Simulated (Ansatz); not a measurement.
# A Ge vacancy next to H started in the widest void in diamond Ge, 64 atoms, charge +1

All numbers come from Ansatz (PAW, plane waves, no spin–orbit coupling) at the single k point (¼, ¼, ¼) without its symmetry partners. The atoms were relaxed with PBEsol in a fixed cell; other functionals are single points on those atoms unless said otherwise. The valence top and gap of the host come from its small cell on a dense mesh, with the band extrema sought between the mesh points, lined up by the mean potential, PBEsol gap 0.00 eV, r²SCAN gap 0.35 eV. The charge correction uses an assumed dielectric constant of 16.0.

Relaxed structure:

```xyz
64
Lattice="11.3512 0.0000 0.0000 0.0000 11.3512 0.0000 0.0000 0.0000 11.3512" Properties=species:S:1:pos:R:3 pbc="T T T"
Ge   11.3334    0.0186    0.0121
Ge   11.3294    0.0145    5.6980
Ge   11.3300    5.7036    0.0089
Ge   11.3316    5.6846    5.6783
Ge    5.6676    0.0142    0.0084
Ge    5.6485    0.0167    5.6783
Ge    5.6485    5.6845    0.0103
Ge    1.3949    1.4310    1.4255
Ge    1.4005    1.4358    7.1093
Ge    1.4009    7.1153    1.4298
Ge    1.3906    7.1101    7.1048
Ge    7.0799    1.4358    1.4295
Ge    7.0748    1.4257    7.1050
Ge    7.0749    7.1106    1.4201
Ge    7.0952    7.1291    7.1229
Ge    2.8206    2.8565    0.0076
Ge    2.8299    2.8648    5.6897
Ge    2.8233    8.5192    0.0039
Ge    2.8564    8.4760    5.6862
Ge    8.4838    2.8587    0.0041
Ge    8.4395    2.8930    5.6867
Ge    8.4982    8.5347    0.0060
Ge    8.4970    8.5320    5.6901
Ge    4.2326    4.2674    1.4313
Ge    4.3174    4.3522    6.9422
Ge    4.2169    9.9315    1.4372
Ge    4.2434    9.9348    7.0972
Ge    9.8949    4.2533    1.4374
Ge    9.8997    4.2787    7.0978
Ge    9.9108    9.9462    1.4277
Ge    9.9135    9.9499    7.1053
Ge    2.8214    0.0138    2.8506
Ge    2.8226    0.0096    8.5138
Ge    2.8290    5.6947    2.8591
Ge    2.8576    5.6915    8.4693
Ge    8.4838    0.0099    2.8529
Ge    8.4986    0.0122    8.5288
Ge    8.4397    5.6925    2.8874
Ge    8.4971    5.6968    8.5269
Ge    4.2321    1.4373    4.2620
Ge    4.2172    1.4433    9.9255
Ge    4.3150    6.9509    4.3445
Ge    4.2430    7.1028    9.9287
Ge    9.8957    1.4437    4.2471
Ge    9.9102    1.4338    9.9405
Ge    9.8995    7.1034    4.2724
Ge    9.9147    7.1115    9.9441
Ge   11.3286    2.8573    2.8505
Ge   11.3259    2.8578    8.5139
Ge   11.3261    8.5193    2.8524
Ge   11.3280    8.5346    8.5279
Ge    5.6600    2.8644    2.8593
Ge    5.6564    2.8927    8.4695
Ge    5.6567    8.4762    2.8862
Ge    5.6611    8.5310    8.5255
Ge    1.4013    4.2674    4.2628
Ge    1.4074    4.2531    9.9255
Ge    1.4073    9.9325    4.2466
Ge    1.3977    9.9459    9.9410
Ge    6.9126    4.3525    4.3466
Ge    7.0674    4.2788    9.9291
Ge    7.0674    9.9348    4.2732
Ge    7.0745    9.9497    9.9431
H     6.1926    6.2177    6.2141
```

Chemical potentials μ are those of reference phases of the elements at zero temperature by the same functional (the usual solids, diamond for C, grey Sn, and the molecules H2, N2, O2, F2, Cl2, Br2 and S8).

```tsv
functional	E(defect) − E(host) − Σ nμ + q·E_VBM (eV)	monopole (eV)	alignment (eV)	formation energy at E_F = VBM (eV)	moment (μB)	wall time, shared host
PBEsol	2.14	0.11	-0.19	2.06	0 (no spin)	18 s on NVIDIA GB300 (relaxation)
```

**Question.** Estimate the formation energy and moment that r²SCAN gives on these atoms.

**Answer.** 2.44 eV at E_F = VBM (2.52 eV before the monopole term 0.11 eV and the alignment -0.19 eV), moment 0 (no spin).

**Question.** How does the monopole term follow by hand for this cubic cell?

**Answer.** q²·α·e²/(4πε₀)/(2εL) with the Madelung constant α = 2.837 and e²/4πε₀ = 14.40 eV·Å: 1 × 2.837 × 14.40 / (2 × 16.0 × 11.351) = 0.11 eV.

r²SCAN one-electron levels near the gap (the ten most localised at most), from the host's valence top, not corrected for the charge's images:

| level (eV) | spin | filling | atoms sharing it | element of the atom with most weight |
| --- | --- | --- | --- | --- |
| 0.15 | both | 0.00 | 17.0 | Ge |
| 0.15 | both | 0.00 | 17.1 | Ge |

One k point and a cell of this size can leave errors of several tenths of an eV in such numbers.
